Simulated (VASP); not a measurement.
# MoS2 (P6_3/mmc) in VASP: further runs

The runs below take MoS2 through relaxation of cell and atoms, with LDA, PBE+D3(BJ).

All numbers are computed with VASP 6.6.1; they aren't measurements. Logs are shortened: lines on timing, memory, paths and dates and some standing lists are left out, and cuts for length are marked.

## (1) The structure

The structure is hexagonal, space group P6_3/mmc (No. 194). The conventional cell has a = 3.169 Å, b = 3.169 Å, c = 12.324 Å, α = 90.00°, β = 90.00°, γ = 120.00°. Mo (site symmetry -6m2) has 6 S at 2.41 Å as nearest neighbours. S (site symmetry 3m) has 3 Mo at 2.41 Å as nearest neighbours.

## (2) Relaxation of cell and atoms, LDA

Input file INCAR:

```
SYSTEM = MoS2
  PREC = Accurate
  ENCUT = 600
  EDIFF = 1E-6
  ISMEAR = 0
  SIGMA = 0.03
  LREAL = .FALSE.
  LASPH = .TRUE.
  NELM = 80
  ALGO = Normal
  ISIF = 3
  LWAVE = .FALSE.
  LCHARG = .FALSE.
  GGA = CA
  IBRION = 2
  NSW = 90
  EDIFFG = -0.01
  KPAR = 2
```

Input file KPOINTS:

```
Automatic mesh
0
G
  12 12 3
  0 0 0
```

Input file POSCAR:

```
MoS2
1.0
    3.1690000000      0.0000000000      0.0000000000
   -1.5845000000      2.7444345046      0.0000000000
    0.0000000000      0.0000000000     12.3240000000
Mo S
2 4
Direct
    0.3333333333      0.6666666667      0.2500000000
    0.6666666667      0.3333333333      0.7500000000
    0.3333333333      0.6666666667      0.6230000000
    0.6666666667      0.3333333333      0.1230000000
    0.3333333333      0.6666666667      0.8770000000
    0.6666666667      0.3333333333      0.3770000000
```

Potentials or basis: VASP PAW LDA potentials, release 64 (Mo_sv, S).

Started as:

```sh
$ cat potpaw_LDA.64/Mo_sv/POTCAR potpaw_LDA.64/S/POTCAR > POTCAR
$ mpirun -np 2 vasp_std > vasp.out
```

OUTCAR:

```text
SYSTEM = MoS2
   PREC = Accurate
   ENCUT = 600
   EDIFF = 1E-6
   ISMEAR = 0
   LREAL = .FALSE.
   LASPH = .TRUE.
   NELM = 80
   ISIF = 3
   GGA = CA
   IBRION = 2
   NSW = 90
   EDIFFG = -0.01

 ion  position               nearest neighbor table
   1  0.333  0.667  0.250-   4 2.41   6 2.41   4 2.41   6 2.41   4 2.41   6 2.41
   2  0.667  0.333  0.750-   3 2.41   5 2.41   3 2.41   5 2.41   3 2.41   5 2.41
   3  0.333  0.667  0.623-   2 2.41   2 2.41   2 2.41
   4  0.667  0.333  0.123-   1 2.41   1 2.41   1 2.41
   5  0.333  0.667  0.877-   2 2.41   2 2.41   2 2.41
   6  0.667  0.333  0.377-   1 2.41   1 2.41   1 2.41

  LATTYP: Found a hexagonal cell.
 ALAT       =     3.1690000000
 C/A-ratio  =     3.8889239508

  Lattice vectors:

 A1 = (   3.1690000000,   0.0000000000,   0.0000000000)
 A2 = (  -1.5845000000,   2.7444345046,   0.0000000000)
 A3 = (   0.0000000000,   0.0000000000,  12.3240000000)

Analysis of symmetry for initial positions (statically):
=====================================================================
 Subroutine PRICEL returns:
 Original cell was already a primitive cell.

 Routine SETGRP: Setting up the symmetry group for a
 hexagonal supercell.

 Subroutine GETGRP returns: Found 24 space group operations
 (whereof 12 operations were pure point group operations)
 out of a pool of 24 trial point group operations.

The static configuration has the point symmetry D_3d.
 The point group associated with its full space group is D_6h.

Analysis of symmetry for dynamics (positions and initial velocities):
=====================================================================
 Subroutine PRICEL returns:
 Original cell was already a primitive cell.

 Routine SETGRP: Setting up the symmetry group for a
 hexagonal supercell.

 Subroutine GETGRP returns: Found 24 space group operations
 (whereof 12 operations were pure point group operations)
 out of a pool of 24 trial point group operations.

The dynamic configuration has the point symmetry D_3d.
 The point group associated with its full space group is D_6h.

 Subroutine INISYM returns: Found 24 space group operations
 (whereof 12 operations are pure point group operations),
 and found     1 'primitive' translations

----------------------------------------------------------------------------------------

                                     Primitive cell

  volume of cell :     107.1832

  direct lattice vectors                    reciprocal lattice vectors
[... 120 lines left out ...]
   GGA     = CA    functional components
   LHFCALC =     F    Hartree Fock is set to
   AEXX    =    0.0000 exact exchange contribution
   IVDW    =     0    specifies the selected vdW correction
   LEPSILON=     F    determine dielectric tensor
   LRPA    =     F    only Hartree local field effects (RPA)
 conjugate gradient relaxation of ions
 non-spin polarized calculation
 Gauss-broadening in eV      SIGMA  =   0.03
  energy-cutoff  :      600.00
  volume of cell :      107.18
 maximum number of plane-waves:      3603
 NGX is ok and might be reduce to    28
   NGX = 13   NGY = 13   NGZ = 49

--------------------------------------- Ionic step        1  -------------------------------------------

 number of electron      52.0000000 magnetization

 Free energy of the ion-electron system (eV)
  ---------------------------------------------------
  ext. energy  EPLUGINS =         0.00000000
  ---------------------------------------------------
  free energy    TOTEN  =       -48.88908882 eV

  energy without entropy =      -48.88908882  energy(sigma->0) =      -48.88908882

------------------------ aborting loop because EDIFF is reached ----------------------------------------

  FORCE on cell =-STRESS in cart. coord.  units (eV):
  Direction    XX          YY          ZZ          XY          YZ          ZX
  --------------------------------------------------------------------------------------
  -------------------------------------------------------------------------------------
  Total       -3.7987818     -3.7987818     -3.5300128      0.0000000      0.0000000      0.0000000
  in kB      -56.7842812    -56.7842812    -52.7667160      0.0000000      0.0000000      0.0000000
  external PRESSURE =     -55.4450928 kB  Pullay stress =       0.0000000 kB
[... 101 lines left out ...]
  FREE ENERGIE OF THE ION-ELECTRON SYSTEM (eV)
  ---------------------------------------------------
  free  energy   TOTEN  =       -48.9532165288 eV

  energy  without entropy=      -48.9532165288  energy(sigma->0) =      -48.95321653

[... ionic steps 4 to 8 ...]

--------------------------------------- Ionic step        9  -------------------------------------------

 number of electron      52.0000000 magnetization

------------------------ aborting loop because EDIFF is reached ----------------------------------------
[... 75 lines left out ...]
--------------------------------------- Ionic step       11  -------------------------------------------

 number of electron      51.9999999 magnetization

 Free energy of the ion-electron system (eV)
  ---------------------------------------------------
  ext. energy  EPLUGINS =         0.00000000
  ---------------------------------------------------
  free energy    TOTEN  =       -48.96140257 eV

  energy without entropy =      -48.96140257  energy(sigma->0) =      -48.96140257

 E-fermi :   8.2201     XC(G=0): -11.3759

 val. band max:        8.0515287349   @ k =   0.0000   0.0000   0.0000
 cond. band min:       8.7881313260   @ k =   0.1667   0.1667   0.0000
 fundamental gap:      0.7366025912
 Fermi energy:         8.2200690343

 k-point     1 :       0.0000    0.0000    0.0000
  band No.  band energies     occupation
      1     -53.1296      2.00000
      2     -53.1296      2.00000
      3     -27.5215      2.00000
      4     -27.5213      2.00000
      5     -27.2326      2.00000
      6     -27.2326      2.00000
[... 805 lines left out ...]
     30       9.9150      0.00000
     31      10.8102      0.00000

 [... further k-points ...]

------------------------ aborting loop because EDIFF is reached ----------------------------------------

  FORCE on cell =-STRESS in cart. coord.  units (eV):
  Direction    XX          YY          ZZ          XY          YZ          ZX
  --------------------------------------------------------------------------------------
  -------------------------------------------------------------------------------------
  Total       -0.0499989     -0.0499989     -0.0574844     -0.0000000      0.0000000      0.0000000
  in kB       -0.7849570     -0.7849570     -0.9024748     -0.0000000      0.0000000      0.0000000
  external PRESSURE =      -0.8241296 kB  Pullay stress =       0.0000000 kB
[... 21 lines left out ...]
  FREE ENERGIE OF THE ION-ELECTRON SYSTEM (eV)
  ---------------------------------------------------
  free  energy   TOTEN  =       -48.9614025704 eV

  energy  without entropy=      -48.9614025704  energy(sigma->0) =      -48.96140257

 reached required accuracy - stopping structural energy minimisation
```

Run time: 5.2 min. Hardware: 2 MPI ranks of AMD EPYC 9R45 (Zen 5), shared host; peak memory 0.28 GiB.

Results:

| Property | Result |
| --- | --- |
| Free energy | -48.9614 eV |
| Relaxed volume | 17.01 Å³/atom |
| Relaxed cell | a = 3.124 Å, b = 3.124 Å, c = 12.075 Å, α = 90.00°, β = 90.00°, γ = 120.00° |
| Space group after relaxing (to 0.05 Å) | P6_3/mmc (No. 194) |
| Energy gained by relaxing | 12.1 meV/atom |
| Ionic steps | 11 |
| Pressure after relaxing | -0.1 GPa |
| Largest force after relaxing | 0.008 eV/Å |
| Band gap on the k mesh | 0.74 eV, indirect (least direct gap 1.76 eV) |

Forces in eV/Å, atoms in the order of the input:
```
Mo   0.000  0.000  0.000
Mo   0.000  0.000  0.000
S    0.000  0.000  0.008
S    0.000  0.000  0.008
S    0.000  0.000 -0.008
S    0.000  0.000 -0.008
```

The path:
```tsv
step	energy change (eV)	largest force (eV/Å)	pressure (GPa)	volume (Å³)
1	0.0000	0.4650	-5.54	107.18
2	0.2140	1.6299	12.97	97.88
3	-0.0641	0.1484	-0.35	104.03
4	-0.0642	0.1606	-0.23	103.97
5	-0.0691	0.0352	-0.06	103.40
6	-0.0691	0.0373	-0.06	103.41
7	-0.0696	0.0329	-0.09	103.29
8	-0.0709	0.0217	-0.09	102.95
9	-0.0722	0.0013	-0.09	102.26
10	-0.0723	0.0102	-0.08	102.01
11	-0.0723	0.0084	-0.08	102.05
```

Final structure:
```xyz
6
Lattice="3.1240 0.0000 0.0000 -1.5620 2.7055 0.0000 0.0000 0.0000 12.0745" Properties=species:S:1:pos:R:3 pbc="T T T"
Mo    0.0000    1.8036    3.0186
Mo    1.5620    0.9018    9.0559
S     0.0000    1.8036    7.5012
S     1.5620    0.9018    1.4639
S     0.0000    1.8036   10.6106
S     1.5620    0.9018    4.5733
```

Levels at points of the mesh, in eV from the valence-band top:
```
           k point  band 22  band 23  band 24  band 25  band 26  band 27  band 28  band 29  band 30  band 31
(0.00, 0.00, 0.00)    -2.20    -2.20    -1.40    -1.14     0.00     2.14     2.14     2.17     2.17     2.32
(0.50, 0.00, 0.00)    -2.59    -1.77    -1.53    -1.51    -1.39     1.66     1.71     2.01     2.36     2.81
```

Caveat: an odd mesh through Γ misses points on the zone boundary, where band edges often lie. LDA usually gives volumes a few per cent too small.

## (3) Relaxation of cell and atoms, LDA

This run uses another cell than the first one, of 17.01 Å³/atom, 0.952 times its volume.

INCAR, as its differences from that of step 2:

```diff
@@ -3,3 +3,3 @@
   ENCUT = 600
-  EDIFF = 1E-6
+  EDIFF = 1E-7
   ISMEAR = 0
@@ -16,3 +16,3 @@
   NSW = 90
-  EDIFFG = -0.01
+  EDIFFG = -0.005
   KPAR = 2
```

KPOINTS is that of step 2.

Input file POSCAR:

```
MoS2                                    
1.0
    3.1240066794      0.0000000000      0.0000000000
   -1.5620033397      2.7054691460     -0.0000000000
   -0.0000000000      0.0000000000     12.0745485587
  Mo              S             
     2     4
Direct
     0.3333333332999970    0.6666666667000030    0.2500000000000000
     0.6666666667000030    0.3333333332999970    0.7500000000000000
     0.3333333332999970    0.6666666667000030    0.6212407893879535
     0.6666666667000030    0.3333333332999970    0.1212407893879534
     0.3333333332999970    0.6666666667000030    0.8787592106120465
     0.6666666667000030    0.3333333332999970    0.3787592106120465
```

Potentials or basis: VASP PAW LDA potentials, release 64 (Mo_sv, S).

Started as:

```sh
$ cat potpaw_LDA.64/Mo_sv/POTCAR potpaw_LDA.64/S/POTCAR > POTCAR
$ mpirun -np 2 vasp_std > vasp.out
```

It took 1.8 min on 2 MPI ranks of AMD EPYC 9R45 (Zen 5), shared host; peak memory 0.26 GiB.

The run converged. Its results:

```
Free energy                            : -48.9599 eV
Relaxed volume                         : 17.00 Å³/atom
Relaxed cell                           : a = 3.124 Å, b = 3.124 Å, c = 12.073 Å, α = 90.00°, β = 90.00°, γ = 120.00°
Space group after relaxing (to 0.05 Å) : P6_3/mmc (No. 194)
Energy gained by relaxing              : 0.0 meV/atom
Ionic steps                            : 3
Pressure after relaxing                : 0.0 GPa
Band gap on the k mesh                 : 0.74 eV, indirect (least direct gap 1.76 eV)
```

Final structure:
```
Mo S
1.0
     3.12361    0.00000    0.00000
    -1.56180    2.70512    0.00000
     0.00000    0.00000   12.07269
Mo S
2 4
Direct
  0.33333 0.66667 0.25000
  0.66667 0.33333 0.75000
  0.33333 0.66667 0.62125
  0.66667 0.33333 0.12125
  0.33333 0.66667 0.87875
  0.66667 0.33333 0.37875
```

Levels at points of the mesh, in eV from the valence-band top:
| k point | band 24 | band 25 | band 26 | band 27 | band 28 | band 29 |
| --- | --- | --- | --- | --- | --- | --- |
| (0.00, 0.00, 0.00) | -1.40 | -1.14 | 0.00 | 2.14 | 2.14 | 2.17 |
| (0.50, 0.00, 0.00) | -1.53 | -1.51 | -1.39 | 1.66 | 1.71 | 2.01 |

Caveat: an odd mesh through Γ misses points on the zone boundary, where band edges often lie.

## (4) Relaxation of cell and atoms, PBE+D3(BJ)

Input file INCAR:

```
PREC = Accurate ; ENCUT = 600
EDIFF = 1E-6 ; ISMEAR = 0
SIGMA = 0.03 ; LREAL = F
LASPH = T ; NELM = 80
ALGO = Normal ; ISIF = 3
LWAVE = F ; LCHARG = F
GGA = PE ; IVDW = 12
IBRION = 2 ; NSW = 90
EDIFFG = -0.01 ; KPAR = 4
```

Input file KPOINTS:

```
Automatic mesh
0
Gamma
  12 12 3
```

Input file POSCAR:

```
MoS2
1.0
    3.1690000000      0.0000000000      0.0000000000
   -1.5845000000      2.7444345046      0.0000000000
    0.0000000000      0.0000000000     12.3240000000
Mo S
2 4
Direct
    0.3333333333      0.6666666667      0.2500000000
    0.6666666667      0.3333333333      0.7500000000
    0.3333333333      0.6666666667      0.6230000000
    0.6666666667      0.3333333333      0.1230000000
    0.3333333333      0.6666666667      0.8770000000
    0.6666666667      0.3333333333      0.3770000000
```

Potentials or basis: VASP PAW PBE potentials, release 64 (Mo_sv, S).

Started as:

```sh
$ cat potpaw_PBE.64/Mo_sv/POTCAR potpaw_PBE.64/S/POTCAR > POTCAR
$ mpirun -np 4 vasp_std > vasp.out
```

It took 8.6 min on 4 MPI ranks of Intel Xeon Platinum 8259CL at 2.50GHz (Skylake/Cascade Lake), shared host; peak memory 0.35 GiB.

It converged, with:

| Quantity | Value |
| --- | --- |
| Free energy | -46.1731 eV |
| Relaxed volume | 17.30 Å³/atom |
| Relaxed cell | a = 3.149 Å, b = 3.149 Å, c = 12.089 Å, α = 90.00°, β = 90.00°, γ = 120.00° |
| Space group after relaxing (to 0.05 Å) | P6_3/mmc (No. 194) |
| Energy gained by relaxing | 2.8 meV/atom |
| Ionic steps | 11 |
| Pressure after relaxing | 0.0 GPa |
| Band gap on the k mesh | 0.80 eV, indirect (least direct gap 1.71 eV) |
| Dispersion energy per atom | -0.438 eV |

The path:
| step | energy change (eV) | largest force (eV/Å) | pressure (GPa) | volume (Å³) |
| --- | --- | --- | --- | --- |
| 1 | 0.0000 | 0.0753 | -2.05 | 107.18 |
| 2 | 0.0163 | 0.5260 | 3.47 | 103.67 |
| 3 | -0.0088 | 0.1417 | -0.09 | 105.86 |
| 4 | -0.0114 | 0.0580 | -0.06 | 105.44 |
| 5 | -0.0115 | 0.0366 | -0.07 | 105.33 |
| 6 | -0.0130 | 0.0355 | -0.03 | 105.08 |
| 7 | -0.0160 | 0.0313 | 0.07 | 104.31 |
| 8 | -0.0149 | 0.0206 | 0.41 | 102.76 |
| 9 | -0.0168 | 0.0313 | 0.21 | 103.72 |
| 10 | -0.0145 | 0.1359 | -1.02 | 104.15 |
| 11 | -0.0169 | 0.0015 | -0.01 | 103.80 |

Final structure:
```xyz
6
Lattice="3.1488 0.0000 0.0000 -1.5744 2.7269 0.0000 0.0000 0.0000 12.0885" Properties=species:S:1:pos:R:3 pbc="T T T"
Mo    0.0000    1.8180    3.0221
Mo    1.5744    0.9090    9.0664
S     0.0000    1.8180    7.5012
S     1.5744    0.9090    1.4570
S     0.0000    1.8180   10.6315
S     1.5744    0.9090    4.5873
```

Levels at points of the mesh, in eV from the valence-band top:
```
           k point  band 22  band 23  band 24  band 25  band 26  band 27  band 28  band 29  band 30  band 31
(0.00, 0.00, 0.00)    -2.15    -2.15    -1.27    -1.11     0.00     2.09     2.09     2.13     2.13     2.23
(0.50, 0.00, 0.00)    -2.55    -1.78    -1.52    -1.49    -1.33     1.62     1.68     2.00     2.31     2.83
```

Caveat: an odd mesh through Γ misses points on the zone boundary, where band edges often lie. PBE gaps usually lie below the measured ones, often by a third to a half.

## (5) Relaxation of cell and atoms, PBE+D3(BJ)

This run uses another cell than the first one, of 17.30 Å³/atom, 0.968 times its volume.

Input file INCAR:

```
PREC = Accurate ; ENCUT = 600
EDIFF = 1E-7 ; ISMEAR = 0
SIGMA = 0.03 ; LREAL = F
LASPH = T ; NELM = 80
ALGO = Normal ; ISIF = 3
LWAVE = F ; LCHARG = F
GGA = PE ; IVDW = 12
IBRION = 2 ; NSW = 90
EDIFFG = -0.005 ; KPAR = 4
```

KPOINTS is that of step 4.

Input file POSCAR:

```
MoS2                                    
1.0
    3.1487811861      0.0000000000      0.0000000000
   -1.5743905931      2.7269244981     -0.0000000000
    0.0000000000      0.0000000000     12.0885171661
  Mo              S             
     2     4
Direct
     0.3333333332999970    0.6666666667000030    0.2500000000000000
     0.6666666667000030    0.3333333332999970    0.7500000000000000
     0.3333333332999970    0.6666666667000030    0.6205253140717246
     0.6666666667000030    0.3333333332999970    0.1205253140717245
     0.3333333332999970    0.6666666667000030    0.8794746859282754
     0.6666666667000030    0.3333333332999970    0.3794746859282756
```

Started as:

```sh
$ cat potpaw_PBE.64/Mo_sv/POTCAR potpaw_PBE.64/S/POTCAR > POTCAR
$ mpirun -np 4 vasp_std > vasp.out
```

It took 80 s on 4 MPI ranks of Intel Xeon Platinum 8259CL at 2.50GHz (Skylake/Cascade Lake), shared host; peak memory 0.33 GiB.

The run converged. Its results:

- Free energy: -46.1718 eV
- Pressure after relaxing: 0.0 GPa
- Band gap on the k mesh: 0.80 eV, indirect (least direct gap 1.71 eV)
- Dispersion energy per atom: -0.438 eV

Final structure:
```
Mo S
1.0
     3.14878    0.00000    0.00000
    -1.57439    2.72692    0.00000
     0.00000    0.00000   12.08852
Mo S
2 4
Cartesian
  0.0000 1.8180 3.0221
  1.5744 0.9090 9.0664
  0.0000 1.8180 7.5012
  1.5744 0.9090 1.4570
  0.0000 1.8180 10.6315
  1.5744 0.9090 4.5873
```

Levels at points of the mesh, in eV from the valence-band top:
```
           k point  band 22  band 23  band 24  band 25  band 26  band 27  band 28  band 29  band 30  band 31
(0.00, 0.00, 0.00)    -2.15    -2.15    -1.27    -1.11     0.00     2.09     2.09     2.13     2.13     2.23
(0.50, 0.00, 0.00)    -2.55    -1.78    -1.52    -1.49    -1.33     1.62     1.68     2.00     2.31     2.83
```

Caveat: the relaxation stopped at its first step, so nothing moved; an odd mesh through Γ misses points on the zone boundary, where band edges often lie.
